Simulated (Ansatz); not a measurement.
Hf:

```
Hf
1.0
     0.11927    2.34305    1.99282
     2.32109    0.12480    1.98729
     2.44975    2.46619   -0.00387
Hf
1
Direct
  0.00000 0.00000 0.00000
```

This isn't the form of Hf at room conditions, which is hcp.

The cell isn't the ideal one: cell sheared at random, sigma 0.06, atoms nudged by 0.01 Å.

| Property | Result |
| --- | --- |
| Program | Ansatz 0.2.0 |
| Task | relaxation of cell and atoms |
| Functional | PBE |
| Dispersion | D3(BJ) |
| Potentials or basis | Ansatz PAW |
| Cutoff | 420 eV (not typed: the program's choice for these potentials) |
| k mesh | 11 × 11 × 10 |
| Occupations | fermi-dirac, width 0.05 eV |
| Spin | no spin polarisation |

At the start: volume 21.64 Å³/atom.

How do energy, volume and symmetry change on relaxing?

It ends after 10 steps and the volume is 21.80 Å³/atom (+0.7 %); space group Fm-3m (No. 225, to 0.05 Å).

The path:
```tsv
step	energy change (eV)	largest force (eV/Å)	volume (Å³)
1	0.0000	0.0000	21.64
2	-0.0130	0.0000	21.72
3	-0.0364	0.0000	21.68
4	-0.0532	0.0000	21.82
5	-0.0564	0.0000	21.63
6	-0.0586	0.0000	21.82
7	-0.0586	0.0000	21.79
8	-0.0590	0.0000	21.79
9	-0.0590	0.0000	21.80
10	-0.0590	0.0000	21.80
```

Final structure:
```
Hf
1.0
     0.00454    2.22091    2.21401
     2.22089    0.00452    2.21400
     2.22261    2.22259    0.00352
Hf
1
Direct
  0.00000 0.00000 0.00000
```

Caveat: the plane-wave basis is chosen anew once the cell has moved, so the energies of steps on either side of that aren't comparable; pairwise dispersion overbinds metals, which lowers pressure and volume.
